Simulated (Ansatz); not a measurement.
**Ag (Im-3m), comparing deformations**

These are results of Ansatz 0.2.0, DFT PBEsol, scalar-relativistic, plane waves, PAW, not measurements. The runs took a 420 eV cutoff, a Γ-centred 26×26×26 mesh and Gaussian smearing (0.15 eV). No spin polarisation. Energies are free energies at this smearing, counted from the undisturbed cell; pressure is positive in compression.

Reference structure (relaxed at this level; this bcc form isn't the usual structure):

```
Ag
1.0
    -1.61256    1.61256    1.61256
     1.61256   -1.61256    1.61256
     1.61256    1.61256   -1.61256
Ag
1
Direct
  0.00000 0.00000 0.00000
```

The cell is strained by ε times a Voigt pattern (xx, yy, zz, yz, xz, xy; engineering shear) with fractional coordinates fixed. τ = (1/V0) dE/dε comes from the stress tensor. Of each scan, only the three points used here are listed.

```csv
pattern,ε,τ (GPa)
"(0, 1, 0, 0, 0, 0)",-0.0250,-2.82
"(0, 1, 0, 0, 0, 0)",0.0000,0.02
"(0, 1, 0, 0, 0, 0)",0.0250,2.31
"(0, 0, 0, 1, 0, 0)",-0.0050,-0.27
"(0, 0, 0, 1, 0, 0)",0.0000,0.00
"(0, 0, 0, 1, 0, 0)",0.0050,0.27
"(1, 1, 0, 0, 0, 0)",-0.0250,-12.66
"(1, 1, 0, 0, 0, 0)",0.0000,0.05
"(1, 1, 0, 0, 0, 0)",0.0250,9.83
"(0, 0, 1, 0, 0, 0)",-0.0250,-2.82
"(0, 0, 1, 0, 0, 0)",0.0000,0.02
"(0, 0, 1, 0, 0, 0)",0.0250,2.31
```

Task: Which constants do the scans give, and which deformation costs least for the same size of strain tensor?

Result: The slope dτ/dε at zero (parabola through three points) is pᵀCp: (0, 1, 0, 0, 0, 0) gives C11 = 103 GPa; (0, 0, 0, 1, 0, 0) gives C44 = 53 GPa; (1, 1, 0, 0, 0, 0) gives 2(C11 + C12) = 450 GPa; (0, 0, 1, 0, 0, 0) gives C11 = 103 GPa. The size of the strain tensor, ε:ε, is ε² times 1.0, 0.5, 2.0, 1.0. Per unit of it the stiffnesses are 103, 107, 225, 103 GPa, so (0, 0, 1, 0, 0, 0) is the softest of these, level with (0, 1, 0, 0, 0, 0) (alike by symmetry): at ε:ε = (1 %)² the quadratic term costs 0.54 meV/atom against 1.18 for the stiffest.

In a metal these slopes depend on the k mesh and the smearing.